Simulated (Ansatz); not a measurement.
# HgTe (Coloradoite) (F-43m) in Ansatz: reference runs

How does HgTe (Coloradoite) come out in PBEsol? The cell is run as given and disturbed, then over a range of volumes.

Everything below comes from runs of Ansatz 0.2.0. Logs are shortened: lines on timing, memory, paths and dates and some standing lists are left out, and cuts for length are marked.

**The experiment to reproduce.**

A printed reference work, monograph reports, for a bulk crystal of HgTe: bulk modulus 43 GPa.

How close the calculation comes is told below.

## Step 1: The crystal as given

The structure is cubic, space group F-43m (No. 216). Conventional cell: a = 6.429 Å, b = 6.429 Å, c = 6.429 Å, α = 90.00°, β = 90.00°, γ = 90.00°. Hg (site symmetry -43m) has 4 Te at 2.78 Å as nearest neighbours. Te (site symmetry -43m) has 4 Hg at 2.78 Å as nearest neighbours.

## Step 2: Single point, PBEsol

input.yaml reads:

```yaml
crystal:
  lattice:
    - [0.0, 3.2145, 3.2145]
    - [3.2145, 0.0, 3.2145]
    - [3.2145, 3.2145, 0.0]
  atoms:
    - { symbol: Hg, position: [0.0, 0.0, 0.0] }
    - { symbol: Te, position: [0.75, 0.75, 0.75] }
hamiltonian:
  xc: pbesol
  pseudopotentials: { kind: paw }
kpoints:
  mp_grid: { grid: [7, 7, 7] }
scf:
  occupations: { method: fermi_dirac, width: 0.05 }
output:
  forces: true
  stress: true
  eigenvalues: true
```

Potentials or basis: Ansatz PAW.

On the command line:

```
> ansatz run input.yaml --threads 2 --pin off --max-ram 5632MiB --backend cpu --events-out ev --progress --plain --runs-dir out
```

Standard output:

```text
Warning: RAYON_NUM_THREADS=2 ignored (pool sized by the plan → 2); use --threads N
Engine: ansatz 0.2.0, x86_64-unknown-linux-gnu
Pseudopotentials: kind: paw
Pseudopotential: Hg, paw, valence charge 20, recommended cutoff 420 eV (normal), Hg.paw.azcp
Pseudopotential: Te, paw, valence charge 16, recommended cutoff 420 eV (normal), Te.paw.azcp
Functional definition: PBEsol
  exchange = pbesol_x
  correlation = pbesol_c
Crystal: 2 atoms, lattice volume = 66.431 Å³
Basis set: ecut = 420 eV, 1291 PW (Γ), exchange–correlation on 64×64×64 points (8 copies of the dense FFT grid, shifted against one another)
Bands: 22, of which v1, the nominal top of the filled ones, is band 18 counted from 1 (17 counted from 0)
Symmetry: 24 space group operations
Space group: F-43m (ITA 216), of the structure as read, at distance tolerance 4.1e-5 Å
k-points: 20 of 343 (time reversal used)
Non-local potential: Hg, projectors of the file, l = 0: 3, l = 1: 2, l = 2: 2, l = 3: 1
Non-local potential: Te, projectors of the file, l = 0: 2, l = 1: 2, l = 2: 2, l = 3: 2
PAW form: soft (Blöchl's): semilocal exchange-correlation on the pseudo side does not see the compensation charge
PAW frozen core: Hg, regenerated for the run's functional, and the local potential with it (the file was generated under x = pbe(κ = 0.804, μ = 0.2195149727645171), c = pbe(β = 0.06672455060314922))
PAW frozen core: Te, regenerated for the run's functional, and the local potential with it (the file was generated under x = pbe(κ = 0.804, μ = 0.2195149727645171), c = pbe(β = 0.06672455060314922))
PAW one-centre angular grid: Hg, 590 points (default); XC on 64 Gauss nodes
PAW one-centre angular grid: Te, 590 points (default); XC on 64 Gauss nodes
Initial density: superposition of atomic densities (neutral atoms: chi_scale 0, normalization atom), corrected by the library's trained network
Initial wavefunctions: pseudopotential atomic-orbital guess
Functional: x = pbesol(κ = 0.804, μ = 0.12345679012345678), c = pbesol(β = 0.046)
SCF iter   1: F=—  HF=-20569.798573 eV  |F-HF|=—  |Δ(HF+E_count)|=         —  Δρ=2.66e-3  dr2=7.21e-3  ethr=1.77e-3  ⟨swp⟩=6.0  Hψ=2088  notcnv=0
preconditioner: auto → none  [insulator: Δε(μ)=0.639 eV  Ē_g=10.611 eV  σ=0.050 eV  W_gap=0.69  n_scr=14 (ndim 8)  ℏωp=19.3 eV  f_vac=0.179  D(μ)=0.08/eV (n_scr^D=0)  ε∞_Penn≈4.3]
SCF iter   2: F=—  HF=-20569.796423 eV  |F-HF|=—  |Δ(HF+E_count)|=   2.15e-3  Δρ=8.17e-4  dr2=2.77e-4  ethr=2.00e-5  ⟨swp⟩=3.0  Hψ=981  notcnv=0
SCF iter   3: F=—  HF=-20569.796625 eV  |F-HF|=—  |Δ(HF+E_count)|=   2.01e-4  Δρ=3.81e-4  dr2=5.73e-5  ethr=7.68e-7  ⟨swp⟩=2.2  Hψ=558  notcnv=0
SCF iter   4: F=—  HF=-20569.796686 eV  |F-HF|=—  |Δ(HF+E_count)|=   6.13e-5  Δρ=1.47e-4  dr2=1.87e-5  ethr=1.59e-7  ⟨swp⟩=2.0  Hψ=621  notcnv=0
SCF iter   5: F=—  HF=-20569.796682 eV  |F-HF|=—  |Δ(HF+E_count)|=   3.71e-6  Δρ=2.01e-5  dr2=1.76e-7  ethr=5.19e-8  ⟨swp⟩=2.0  Hψ=601  notcnv=0
SCF iter   6: F=-20569.796683 eV  HF=-20569.796683 eV  |F-HF|=1.55e-9  |Δ(HF+E_count)|=   3.11e-7  Δρ=4.35e-6  dr2=1.03e-8  ethr=2.78e-10  ⟨swp⟩=6.7  Hψ=1956  notcnv=0
SCF 1 converged in 6 iterations: F = -20569.796683 eV  dr2 = 1.03e-8
SCF converged after 6 iterations
Free energy (F): -20569.796683 eV
Harris-Foulkes:  -20569.796683 eV  (|F-HF|=1.55e-9)
Internal energy: -20569.795999 eV  (E = F + TS)
E sigma→0 (E₀):  -20569.796341 eV
Entropy (-TS):   -0.000684 eV (-0.342 meV/atom)
Fermi energy:    8.894984 eV
--- Per-component energies (eV) ---
  E_band       = -769.132522
  E_kinetic    = 785.091641
  E_local      = -4773.226027  (includes V_loc(G=0)·N_el)
  E_nonlocal   = -231.718415
  E_hartree    = 2320.034413
  E_xc         = -342.378519
  E_vxc        = -365.980373  (∫ρ·V_xc dr)
  E_paw        = -14385.245664  (= ΣΔE_a)
  E_vpaw       = -823.377198  (= ΣTr[D̂ρ^β])
  E_aug_tail   = 0.000716  (compensation charges beyond the density's cutoff)
  E_ewald      = -3943.057611
  E_core_change = 0.703466  (= ΣΔE_core)
  E_smearing   = -0.000684  (= −TS)
  E_closure    = 0.000000  (closes the sum)
  Σ components = -20569.796683   (vs F -20569.796683, Δ=0.00e0)
--- Forces (eV/Å), atoms counted from 1 ---
  atom   1  Hg    -0.00000000     0.00000000     0.00000000
  atom   2  Te     0.00000000    -0.00000000     0.00000000
  max |Σ_I F_I| component: 8.56e-17 eV/Å
--- Stress (GPa, compression-positive) ---
        1.763378       0.000000      -0.000000
        0.000000       1.763378       0.000000
       -0.000000       0.000000       1.763378
  P = ⅓ Tr σ = 1.7634 GPa (17.634 kbar)
--- Band table (eV; the first three rows and the last of 20) ---
  k-point 0: bands = ["-106.1667", "-54.5670", "-54.5670", "-54.5670", "-27.8786", "-27.8786", "-27.8786", "-27.8694", "-27.8694", "-3.2880", "1.4151", "1.4151", "1.4151", "1.9704", "1.9704", "8.0924", "8.8547", "8.8547", "8.8547", "13.0244", "13.0244", "13.0244"]
  k-point 1: bands = ["-106.1667", "-54.5670", "-54.5670", "-54.5670", "-27.8787", "-27.8786", "-27.8786", "-27.8694", "-27.8694", "-3.1843", "1.4438", "1.4438", "1.4521", "1.9675", "1.9675", "6.7482", "8.6222", "8.6222", "9.5661", "12.9591", "13.3256", "13.3256"]
  k-point 2: bands = ["-106.1667", "-54.5671", "-54.5670", "-54.5670", "-27.8789", "-27.8785", "-27.8785", "-27.8693", "-27.8693", "-2.9369", "1.5019", "1.5019", "1.6383", "1.9715", "1.9715", "4.9846", "8.1788", "8.1788", "9.6523", "13.7527", "13.7527", "14.0628"]
  k-point 19: bands = ["-106.1667", "-54.5671", "-54.5671", "-54.5671", "-27.8791", "-27.8786", "-27.8782", "-27.8694", "-27.8690", "-2.4982", "1.6283", "1.6893", "1.8980", "1.9551", "2.5429", "3.2788", "5.8743", "6.6170", "11.6692", "13.2071", "14.4566", "15.3441"]
```

Run time: 0.88 s. Hardware: 2 threads of Intel Xeon 6975P-C (Granite Rapids), shared host; peak memory 0.37 GiB.

What came out:

* Free energy: -20569.7967 eV
* Pressure: 1.8 GPa
* Band gap on the k mesh: none (metal or under the smearing width)

Levels at points of the mesh, in eV from the Fermi level:
| k point | band 16 | band 17 | band 18 | band 19 | band 20 | band 21 |
| --- | --- | --- | --- | --- | --- | --- |
| (0.00, 0.00, 0.00) | -0.80 | -0.04 | -0.04 | -0.04 | 4.13 | 4.13 |

Caveat: the PAW data sets come from PBE, with cores solved anew for the run's functional, which leaves a small shift of forces and pressure. The run has no spin-orbit coupling, so splittings on Hg, Te are missing.

## Step 3: Single point, PBEsol (atoms moved at random, drawn with an rms of 0.05 Å)

input.yaml: that of step 2 with these lines changed.

```diff
@@ -6,4 +6,4 @@
   atoms:
-    - { symbol: Hg, position: [0.0, 0.0, 0.0] }
-    - { symbol: Te, position: [0.75, 0.75, 0.75] }
+    - { symbol: Hg, position: [-0.002633, 0.003147, -0.004418] }
+    - { symbol: Te, position: [0.748726, 0.752263, 0.749208] }
 hamiltonian:
```

Potentials or basis: Ansatz PAW.

On the command line:

```
> ansatz run input.yaml --threads 2 --pin off --max-ram 5632MiB --backend cpu --events-out ev --progress --plain --runs-dir out
```

Standard output:

```text
Warning: RAYON_NUM_THREADS=2 ignored (pool sized by the plan → 2); use --threads N
[... 7 set-up lines as earlier in the session ...]
Crystal: 2 atoms, lattice volume = 66.431 Å³
Basis set: ecut = 420 eV, 1291 PW (Γ), exchange–correlation on 64×64×64 points (8 copies of the dense FFT grid, shifted against one another)
Bands: 22, of which v1, the nominal top of the filled ones, is band 18 counted from 1 (17 counted from 0)
Symmetry: 1 space group operations
Space group: P1 (ITA 1), of the structure as read, at distance tolerance 4.1e-5 Å
k-points: 172 of 343 (time reversal used)
[... 10 set-up lines as earlier in the session ...]
SCF iter   1: F=—  HF=-20569.797868 eV  |F-HF|=—  |Δ(HF+E_count)|=         —  Δρ=2.66e-3  dr2=7.24e-3  ethr=1.77e-3  ⟨swp⟩=6.0  Hψ=17974  notcnv=0
preconditioner: auto → none  [insulator: Δε(μ)=0.604 eV  Ē_g=10.612 eV  σ=0.050 eV  W_gap=0.66  n_scr=14 (ndim 8)  ℏωp=19.3 eV  f_vac=0.179  D(μ)=0.08/eV (n_scr^D=0)  ε∞_Penn≈4.3]
SCF iter   2: F=—  HF=-20569.795727 eV  |F-HF|=—  |Δ(HF+E_count)|=   2.14e-3  Δρ=8.18e-4  dr2=2.77e-4  ethr=2.01e-5  ⟨swp⟩=3.0  Hψ=8613  notcnv=0
SCF iter   3: F=—  HF=-20569.795931 eV  |F-HF|=—  |Δ(HF+E_count)|=   2.04e-4  Δρ=3.85e-4  dr2=5.86e-5  ethr=7.70e-7  ⟨swp⟩=2.3  Hψ=4896  notcnv=0
SCF iter   4: F=—  HF=-20569.796003 eV  |F-HF|=—  |Δ(HF+E_count)|=   7.21e-5  Δρ=1.53e-4  dr2=1.99e-5  ethr=1.63e-7  ⟨swp⟩=2.0  Hψ=5333  notcnv=0
SCF iter   5: F=—  HF=-20569.796000 eV  |F-HF|=—  |Δ(HF+E_count)|=   3.71e-6  Δρ=2.01e-5  dr2=1.71e-7  ethr=5.53e-8  ⟨swp⟩=2.0  Hψ=5161  notcnv=0
SCF iter   6: F=-20569.796000 eV  HF=-20569.796000 eV  |F-HF|=2.15e-9  |Δ(HF+E_count)|=   3.12e-7  Δρ=4.52e-6  dr2=1.19e-8  ethr=2.78e-10  ⟨swp⟩=6.8  Hψ=16981  notcnv=0
SCF 1 converged in 6 iterations: F = -20569.796000 eV  dr2 = 1.19e-8
SCF converged after 6 iterations
Free energy (F): -20569.796000 eV
Harris-Foulkes:  -20569.796000 eV  (|F-HF|=2.15e-9)
Internal energy: -20569.795317 eV  (E = F + TS)
E sigma→0 (E₀):  -20569.795659 eV
Entropy (-TS):   -0.000682 eV (-0.341 meV/atom)
Fermi energy:    8.895147 eV
--- Per-component energies (eV) ---
  E_band       = -769.141329
  E_kinetic    = 785.094596
  E_local      = -4773.316491  (includes V_loc(G=0)·N_el)
  E_nonlocal   = -231.718643
  E_hartree    = 2320.075211
  E_xc         = -342.379617
  E_vxc        = -365.981792  (∫ρ·V_xc dr)
  E_paw        = -14385.246051  (= ΣΔE_a)
  E_vpaw       = -823.378081  (= ΣTr[D̂ρ^β])
  E_aug_tail   = 0.000716  (compensation charges beyond the density's cutoff)
  E_ewald      = -3943.008504
  E_core_change = 0.703466  (= ΣΔE_core)
  E_smearing   = -0.000682  (= −TS)
  E_closure    = -0.000000  (closes the sum)
  Σ components = -20569.796000   (vs F -20569.796000, Δ=0.00e0)
--- Forces (eV/Å), atoms counted from 1 ---
  atom   1  Hg     0.03597721     0.06483412     0.00842982
  atom   2  Te    -0.03598543    -0.06485128    -0.00843150
  max |Σ_I F_I| component: 1.72e-5 eV/Å
--- Stress (GPa, compression-positive) ---
        1.770290       0.029746       0.240344
        0.029746       1.766687       0.133111
        0.240344       0.133111       1.771808
  P = ⅓ Tr σ = 1.7696 GPa (17.696 kbar)
--- Band table (eV; the first three rows and the last of 172) ---
  k-point 0: bands = ["-106.1672", "-54.5709", "-54.5672", "-54.5644", "-27.8816", "-27.8792", "-27.8760", "-27.8692", "-27.8686", "-3.2885", "1.3978", "1.4157", "1.4305", "1.9699", "1.9702", "8.0920", "8.8457", "8.8558", "8.8624", "13.0120", "13.0233", "13.0395"]
  k-point 1: bands = ["-106.1672", "-54.5709", "-54.5672", "-54.5644", "-27.8816", "-27.8791", "-27.8761", "-27.8691", "-27.8686", "-3.1858", "1.4263", "1.4428", "1.4676", "1.9673", "1.9683", "6.7614", "8.6138", "8.6301", "9.5555", "12.9513", "13.3140", "13.3411"]
  k-point 2: bands = ["-106.1672", "-54.5709", "-54.5672", "-54.5645", "-27.8815", "-27.8791", "-27.8762", "-27.8691", "-27.8684", "-2.9411", "1.4846", "1.4967", "1.6541", "1.9714", "1.9746", "5.0057", "8.1711", "8.1984", "9.6293", "13.7216", "13.7715", "14.0578"]
  k-point 171: bands = ["-106.1672", "-54.5710", "-54.5673", "-54.5644", "-27.8815", "-27.8793", "-27.8760", "-27.8690", "-27.8684", "-2.6464", "1.5523", "1.5814", "1.9552", "1.9873", "2.2945", "3.3587", "6.8163", "7.6540", "10.4508", "13.4003", "14.2440", "15.6010"]
```

It took 4.8 s on 2 threads of Intel Xeon 6975P-C (Granite Rapids), shared host; peak memory 0.55 GiB.

Results:

```
Free energy            : -20569.7960 eV
Pressure               : 1.8 GPa
Largest force          : 0.075 eV/Å
Band gap on the k mesh : none (metal or under the smearing width)
```

Forces in eV/Å, atoms in the order of the input:
```
Hg   0.036  0.065  0.008
Te  -0.036 -0.065 -0.008
```

Caveat: the PAW data sets come from PBE, with cores solved anew for the run's functional, which leaves a small shift of forces and pressure. Spin-orbit coupling is left out, which matters for the levels of Hg, Te.

[end of part 1 of 2]
